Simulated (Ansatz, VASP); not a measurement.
## Co2CuS4 (Carrollite): VASP beside Ansatz

Aim: how closely do two programs agree when they are given the same cell, functional and k mesh? The cell is taken from a series of runs on this material, whose earlier steps may have relaxed, scaled, displaced or heated it; both programs get it as it stands.

Calculated with Ansatz 0.2.0; plane waves, with VASP 6.6.1 beside it; relaxation of cell and atoms at r2SCAN with rVV10.

## Step 1: Set-up

It takes space group Fd-3m (No. 227, cubic). The conventional cell has a = 9.478 Å, b = 9.478 Å, c = 9.478 Å, α = 90.00°, β = 90.00°, γ = 90.00°. Co has 6 S at 2.25 Å nearest. Nearest to Cu lie 4 S at 2.27 Å. Nearest to S lie 3 Co at 2.25 Å and 1 Cu at 2.27 Å. Farther neighbours and most contacts between anions are not listed.

## Step 2: Ansatz: relaxation of cell and atoms, r2SCAN with rVV10

Ansatz runs on its default PAW (the set named soft_2) files.

The relaxed volume is the usual yardstick between codes: in a stiff, nearly cubic crystal its relative difference is about their pressure difference at one cell divided by the bulk modulus.

Input file input.yaml:

```yaml
crystal:
  lattice:
    - [0.0, 4.739, 4.739]
    - [4.739, 0.0, 4.739]
    - [4.739, 4.739, 0.0]
  atoms:
    - { symbol: Co, position: [0.125, 0.125, 0.125] }
    - { symbol: Co, position: [0.625, 0.125, 0.125] }
    - { symbol: Co, position: [0.125, 0.125, 0.625] }
    - { symbol: Co, position: [0.125, 0.625, 0.125] }
    - { symbol: Cu, position: [0.75, 0.75, 0.75] }
    - { symbol: Cu, position: [0.5, 0.5, 0.5] }
    - { symbol: S, position: [0.888, 0.888, 0.888] }
    - { symbol: S, position: [0.914, 0.362, 0.362] }
    - { symbol: S, position: [0.888, 0.888, 0.336] }
    - { symbol: S, position: [0.362, 0.914, 0.362] }
    - { symbol: S, position: [0.336, 0.888, 0.888] }
    - { symbol: S, position: [0.362, 0.362, 0.362] }
    - { symbol: S, position: [0.888, 0.336, 0.888] }
    - { symbol: S, position: [0.362, 0.362, 0.914] }
kpoints:
  mp_grid: { grid: [6, 6, 6] }
hamiltonian:
  xc: r2scan
  dispersion: rvv10
scf:
  occupations: { method: gaussian, width: 0.1 }
output:
  forces: true
  stress: true
  eigenvalues: true
  write_density: true
  write_potential: true
  elf: true
  volumetric_format: npy
relax:
  adjacent_minimum: "off"
  f_tol: 0.005
  max_steps: 60
  cell: { stress_tol: 0.03 }
```

Launch:

```
$ ansatz run input.yaml --threads 8 --pin off --max-ram 16384MiB --backend cpu --events-out ev --progress --plain --runs-dir out
```

Numbers of over 12 decimals in the logs are rounded to 6 here.

The program printed:

```text
Engine: ansatz 0.2.0, aarch64-unknown-linux-gnu
Pseudopotentials: kind: paw
Pseudopotential: Co, paw, valence charge 17, recommended cutoff 500 eV (meta_gga), Co.paw.azcp
Pseudopotential: Cu, paw, valence charge 19, recommended cutoff 500 eV (meta_gga), Cu.paw.azcp
Pseudopotential: S, paw, valence charge 6, recommended cutoff 500 eV (meta_gga), S.paw.azcp
Functional definition: r2SCAN+rVV10
  parameter k0 = 0.174
  parameter k1 = 0.065
  parameter a1 = 4.9479
  exchange = r2scan_x(k0 = k0, k1 = k1, a1 = a1)
  correlation = r2scan_c + rvv10(11.95, 0.0093)
Crystal: 14 atoms, lattice volume = 212.858 Å³
Basis set: ecut = 500 eV, 5329 PW (Γ), exchange–correlation on 240×240×240 points (64 copies of the dense FFT grid, shifted against one another)
Bands: 93, of which v1, the nominal top of the filled ones, is band 77 counted from 1 (76 counted from 0)
Symmetry: 48 space group operations
Space group: Fd-3m (ITA 227), of the structure as read, at distance tolerance 6.0e-5 Å
k-points: 16 of 216
Non-local potential: Co, projectors of the file, l = 0: 3, l = 1: 2, l = 2: 3, l = 3: 1
Non-local potential: Cu, projectors of the file, l = 0: 3, l = 1: 2, l = 2: 3, l = 3: 1
Non-local potential: S, projectors of the file, l = 0: 2, l = 1: 2, l = 2: 2
PAW form: soft (Blöchl's): semilocal exchange-correlation on the pseudo side does not see the compensation charge
rVV10 density: all electrons in the spheres
PAW frozen core: Co, regenerated for the run's functional (the file was generated under x = pbe(κ = 0.804, μ = 0.219515), c = pbe(β = 0.066725))
PAW frozen core: Cu, regenerated for the run's functional (the file was generated under x = pbe(κ = 0.804, μ = 0.219515), c = pbe(β = 0.066725))
PAW frozen core: S, regenerated for the run's functional (the file was generated under x = pbe(κ = 0.804, μ = 0.219515), c = pbe(β = 0.066725))
PAW one-centre angular grid: Co, 590 points (default); XC on 160 Gauss nodes
PAW one-centre angular grid: Cu, 590 points (default); XC on 160 Gauss nodes
PAW one-centre angular grid: S, 302 points (default); XC on 160 Gauss nodes
Initial density: superposition of atomic densities (neutral atoms: chi_scale 0, normalization atom), corrected by the library's trained network
Initial wavefunctions: pseudopotential atomic-orbital guess
Functional: x = r2scan, c = r2scan + rvv10(b = 11.95, C = 0.0093); τ floored in thin density (d = 2e-4 eV/Å³)
SCF iter   1: F=—  HF=-41031.940096 eV  |F-HF|=—  |Δ(HF+E_count)|=         —  Δρ=1.79e-2  dr2=4.28e-1  dr2_τ=2.74e-1  ethr=1.77e-3  ⟨swp⟩=6.1  Hψ=5770  notcnv=0  defer=22
preconditioner: auto → LDOS  [metal: Δε(μ)=0.048 eV  Ē_g=8.502 eV  σ=0.100 eV  W_gap=0.26  n_scr=58 (ndim 8)  ℏωp=26.2 eV  f_vac=0.018  D(μ)=7.02/eV (n_scr^D=58)  β→1.0]
SCF iter   2: F=—  HF=-41032.353200 eV  |F-HF|=—  |Δ(HF+E_count)|=   4.13e-1  Δρ=7.23e-3  dr2=5.38e-2  dr2_τ=2.68e-3  ethr=2.78e-4  ⟨swp⟩=2.0  Hψ=2844  notcnv=0  defer=112
SCF iter   3: F=—  HF=-41032.369146 eV  |F-HF|=—  |Δ(HF+E_count)|=   1.59e-2  Δρ=1.15e-2  dr2=1.83e-1  dr2_τ=1.03e-3  ethr=3.49e-5  ⟨swp⟩=2.0  Hψ=2752  notcnv=0  defer=112  recentre
SCF iter   4: F=—  HF=-41032.341924 eV  |F-HF|=—  |Δ(HF+E_count)|=   2.72e-2  Δρ=2.86e-3  dr2=1.69e-2  dr2_τ=2.14e-4  ethr=3.49e-5  ⟨swp⟩=2.0  Hψ=3034  notcnv=0  defer=112
SCF iter   5: F=—  HF=-41032.341780 eV  |F-HF|=—  |Δ(HF+E_count)|=   1.44e-4  Δρ=2.19e-3  dr2=6.98e-3  dr2_τ=1.30e-4  ethr=1.10e-5  ⟨swp⟩=1.4  Hψ=1403  notcnv=0  defer=112
SCF iter   6: F=—  HF=-41032.340617 eV  |F-HF|=—  |Δ(HF+E_count)|=   1.16e-3  Δρ=4.26e-4  dr2=3.23e-4  dr2_τ=5.23e-6  ethr=4.53e-6  ⟨swp⟩=2.0  Hψ=1910  notcnv=0  defer=112
SCF iter   7: F=—  HF=-41032.340586 eV  |F-HF|=—  |Δ(HF+E_count)|=   3.09e-5  Δρ=4.44e-5  dr2=7.84e-6  dr2_τ=2.81e-7  ethr=2.09e-7  ⟨swp⟩=2.0  Hψ=1759  notcnv=0  defer=112
SCF iter   8: F=—  HF=-41032.340373 eV  |F-HF|=—  |Δ(HF+E_count)|=   2.13e-4  Δρ=3.93e-5  dr2=2.89e-6  dr2_τ=2.80e-8  ethr=5.09e-9  ⟨swp⟩=2.0  Hψ=2152  notcnv=0  defer=112
SCF iter   9: F=—  HF=-41032.340373 eV  |F-HF|=—  |Δ(HF+E_count)|=   2.59e-7  Δρ=7.55e-6  dr2=1.32e-7  dr2_τ=1.12e-8  ethr=1.88e-9  ⟨swp⟩=1.8  Hψ=1420  notcnv=0  defer=112
SCF iter  10: F=-41032.340373 eV  HF=-41032.340373 eV  |F-HF|=2.60e-9  |Δ(HF+E_count)|=   1.62e-8  Δρ=1.98e-6  dr2=4.98e-9  dr2_τ=6.58e-10  ethr=6.49e-11  ⟨swp⟩=14.8  Hψ=10394  notcnv=0
SCF 1 converged in 10 iterations: F = -41032.340373 eV  dr2 = 4.98e-9
  greatest PAW one-centre occupation: 1.002 electrons in one spin orbital (limit 2), on the Co atom at site 3 (counted from 0), in its partial waves of l = 1
relax step   1: F+E_penalty+E_count = -41032.34037263 eV  Δ(F+E_penalty+E_count) = +0.000e0 eV  max|allowed force component| = 1.344e-1 eV/Å  Δτ_max = 0.0000 Å  P = -2.824 GPa  Ω = 212.858 Å³  (10 SCF iters, dr2 threshold 1.00e-7 eV, accepted)
Crystal: 14 atoms, lattice volume = 209.663 Å³
[...]
SCF iter   5: F=—  HF=-41032.408460 eV  |F-HF|=—  |Δ(HF+E_count)|=   5.66e-7  Δρ=6.38e-6  dr2=5.88e-8  dr2_τ=1.76e-9  ethr=9.20e-10  ⟨swp⟩=2.0  Hψ=2686  notcnv=0
SCF iter   6: F=—  HF=-41032.408460 eV  |F-HF|=—  |Δ(HF+E_count)|=   1.30e-8  Δρ=9.50e-6  dr2=1.22e-7  dr2_τ=1.13e-9  ethr=3.82e-11  ⟨swp⟩=2.0  Hψ=2708  notcnv=0
SCF iter   7: F=—  HF=-41032.408460 eV  |F-HF|=—  |Δ(HF+E_count)|=   1.64e-8  Δρ=2.59e-6  dr2=1.30e-8  dr2_τ=1.22e-10  ethr=3.82e-11  ⟨swp⟩=2.0  Hψ=2171  notcnv=0
SCF iter   8: F=—  HF=-41032.408460 eV  |F-HF|=—  |Δ(HF+E_count)|=   1.02e-9  Δρ=9.88e-7  dr2=1.46e-9  dr2_τ=2.35e-11  ethr=8.45e-12  ⟨swp⟩=1.0  Hψ=1488  notcnv=0
SCF iter   9: F=-41032.408460 eV  HF=-41032.408460 eV  |F-HF|=7.28e-12  |Δ(HF+E_count)|=  1.67e-10  Δρ=7.82e-8  dr2=9.44e-12  dr2_τ=7.87e-13  ethr=1.00e-12  ⟨swp⟩=5.4  Hψ=7748  notcnv=0
SCF 5 converged in 9 iterations: F = -41032.408460 eV  dr2 = 9.44e-12
relax step   5: F+E_penalty+E_count = -41032.40846007 eV  Δ(F+E_penalty+E_count) = +2.395e-3 eV  max|allowed force component| = 7.582e-6 eV/Å  Δτ_max = 0.0000 Å  P = -0.010 GPa  Ω = 207.317 Å³  stress off target by 1.04e-2 GPa  SCF on the basis re-selected at this cell (its energy is not comparable with the rows above)  (9 SCF iters)
basis re-selected at this cell: Δ(F+E_penalty+E_count) = +2.395e-3 eV, ΔP = -0.009 GPa vs the last step (what re-selecting the basis moved, of the pressure what is left beyond the Pulay correction that the steps carried, after the strain that the cell walked since its last selection, with what the two solves' SCF thresholds leave and, on support functions, any second-order correction that the steps lacked; it is no m [...]
SCF converged after 9 iterations
Free energy (F): -41032.408460 eV
Harris-Foulkes:  -41032.408460 eV  (|F-HF|=7.28e-12)
Internal energy: -41032.374132 eV  (E = F + TS)
E sigma→0 (E₀):  -41032.391296 eV
Entropy (-TS):   -0.034328 eV (-2.452 meV/atom)
Fermi energy:    10.596318 eV
--- Per-component energies (eV) ---
  E_band       = -2434.028007
  E_kinetic    = 3282.293166
  E_local      = -27452.025103  (includes V_loc(G=0)·N_el)
  E_nonlocal   = 2838.703677
  E_hartree    = 11876.743045
  E_xc         = -1526.247139
  E_vxc        = -1927.107443  (∫ρ·V_xc dr)
  E_paw        = -14321.887485  (= ΣΔE_a)
  E_vpaw       = -3040.669677  (= ΣTr[D̂ρ^β])
  E_aug_tail   = 0.000355  (compensation charges beyond the density's cutoff)
  E_vtau       = 111.290534  (kinetic-family band-sum trace: ∫τ·v_τ [+ j·A + Jᵃ·Aᵃ] dr)
  E_ewald      = -15727.293474
  E_core_change = -2.661175  (= ΣΔE_core)
  E_smearing   = -0.034328  (= −TS)
  E_closure    = -0.000000  (closes the sum)
  Σ components = -41032.408460   (vs F -41032.408460, Δ=0.00e0)
--- Forces (eV/Å), atoms counted from 1 ---
  atom   1  Co     0.00000000    -0.00000000     0.00000000
  atom   2  Co     0.00000000    -0.00000000     0.00000000
  atom   3  Co     0.00000000    -0.00000000     0.00000000
  atom   4  Co     0.00000000    -0.00000000     0.00000000
  atom   5  Cu    -0.00000000    -0.00000000    -0.00000000
  atom   6  Cu     0.00000000     0.00000000     0.00000000
  atom   7  S      0.00000758     0.00000758     0.00000758
  atom   8  S     -0.00000758     0.00000758     0.00000758
  atom   9  S     -0.00000758    -0.00000758     0.00000758
  atom  10  S      0.00000758    -0.00000758     0.00000758
  atom  11  S      0.00000758    -0.00000758    -0.00000758
  atom  12  S     -0.00000758    -0.00000758    -0.00000758
  atom  13  S     -0.00000758     0.00000758    -0.00000758
  atom  14  S      0.00000758     0.00000758    -0.00000758
  max |Σ_I F_I| component: 4.55e-18 eV/Å
--- Stress (GPa, compression-positive) ---
       -0.010411      -0.000000      -0.000000
       -0.000000      -0.010411      -0.000000
       -0.000000      -0.000000      -0.010411
  P = ⅓ Tr σ = -0.0104 GPa (-0.104 kbar)
--- Band table (eV; the first three rows and the last of 16) ---
  k-point 0: bands = [... 73 lower, 9.5119, 9.5119, 10.9831, 10.9831, 10.9831, 13.0739, 13.0739, 13.0739, ... 12 higher]
  k-point 1: bands = [... 73 lower, 9.5152, 9.5758, 10.6828, 10.9418, 10.9418, 12.8317, 12.8317, 12.8374, ... 12 higher]
  k-point 2: bands = [... 73 lower, 9.7473, 9.7473, 10.2643, 10.7209, 10.7209, 12.3044, 12.4099, 12.4099, ... 12 higher]
  k-point 15: bands = [... 73 lower, 9.9370, 10.2677, 10.2677, 10.4147, 10.4147, 11.6763, 11.6763, 12.0772, ... 12 higher]
--- Relaxed structure (4 steps of the walk, 4 accepted, 1 SCFs on fresh bases) ---
  F+E_penalty+E_count = -41032.40846007 eV   max|allowed force component| = 7.582e-6 eV/Å   (the final SCF, on the basis selected at the relaxed cell)
  cell:  # Å, volume = 207.3172 Å³
    - [0, 4.697518, 4.697518]
    - [4.697518, 0, 4.697518]
    - [4.697518, 4.697518, 0]
  atoms:
    - { symbol: Co, position: [0.125, 0.125, 0.125] }
    - { symbol: Co, position: [0.625, 0.125, 0.125] }
    - { symbol: Co, position: [0.125, 0.125, 0.625] }
    - { symbol: Co, position: [0.125, 0.625, 0.125] }
    - { symbol: Cu, position: [0.750000, 0.750000, 0.750000] }
    - { symbol: Cu, position: [0.5, 0.5, 0.5] }
    - { symbol: S, position: [0.886874, 0.886874, 0.886874] }
    - { symbol: S, position: [0.910623, 0.363126, 0.363126] }
    - { symbol: S, position: [0.886874, 0.886874, 0.339377] }
    - { symbol: S, position: [0.363126, 0.910623, 0.363126] }
    - { symbol: S, position: [0.339377, 0.886874, 0.886874] }
    - { symbol: S, position: [0.363126, 0.363126, 0.363126] }
    - { symbol: S, position: [0.886874, 0.339377, 0.886874] }
    - { symbol: S, position: [0.363126, 0.363126, 0.910623] }
```

(Part 1 of 3 ends here.)

[Lines on the potential files, build, host, timing and source positions are cut from VASP's logs without a mark.]

[Logs are printed without paths, hosts, clocks, repeated set-up lines and the standing remarks that a program may print on its own settings, such as how far it seeks lower states.]

[Hosts, paths, dates, database ids (printed as entryN), source tags and the programs' standing remarks are cut or masked in the printed files.]
